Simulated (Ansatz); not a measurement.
HgTe: what symmetry allows forces and stress to be

```
Hg Te
1.0
     0.00000    3.07712    3.07712
     3.07712    0.00000    3.07712
     3.07712    3.07712    0.00000
Hg Te
1 1
Direct
  0.97563 0.02437 0.02437
  0.50000 0.50000 0.50000
```

Computed with DFT PBEsol, scalar-relativistic, plane waves, PAW in Ansatz.

Plane waves to 420 eV, a k mesh through Γ of 10×10×10 on the computed 2-atom cell and Gaussian smearing (0.10 eV); no spin polarisation.

This distorted cell has space group I4mm, with 8 operations.

Task: Without a calculation: in which directions can each atom feel a force?

Result: A force must be left unchanged by every operation that keeps its atom in place, so it lies in the space that those operations leave fixed. Atoms that the group maps onto each other feel forces of one size.
```csv
atom,site symmetry,operations at the site,equivalent to atom,allowed force (Cartesian)
Hg1,4mm,8,1,"along (1.00, 0.00, 0.00)"
Te2,4mm,8,2,"along (1.00, 0.00, 0.00)"
```

That leaves 2 independent force components of 6, tied by 1 condition that the forces sum to zero, so 1 remains. A relaxation in this cell that keeps the symmetry moves the atoms in these directions alone.

Task: And the stress tensor?

Result: It must be invariant under the point group, which leaves 2 independent components: yz, xz, xy vanish; yy = zz.

Task: Do the computed values obey this?

Result: Yes. Forces (eV/Å):
```
Hg1 -0.241  0.000  0.000
Te2  0.241  0.000  0.000
```

Stress (GPa, compression positive, xx yy zz yz xz xy): -2.65 -3.68 -3.68 0.00 0.00 0.00. The program imposes the same operations on density, forces and stress, so this confirms the analysis and is no independent test of the calculation.

Spin–orbit coupling is left out, which can shift energies with elements as heavy as these.

This rock-salt form isn't the usual stable structure of the compound.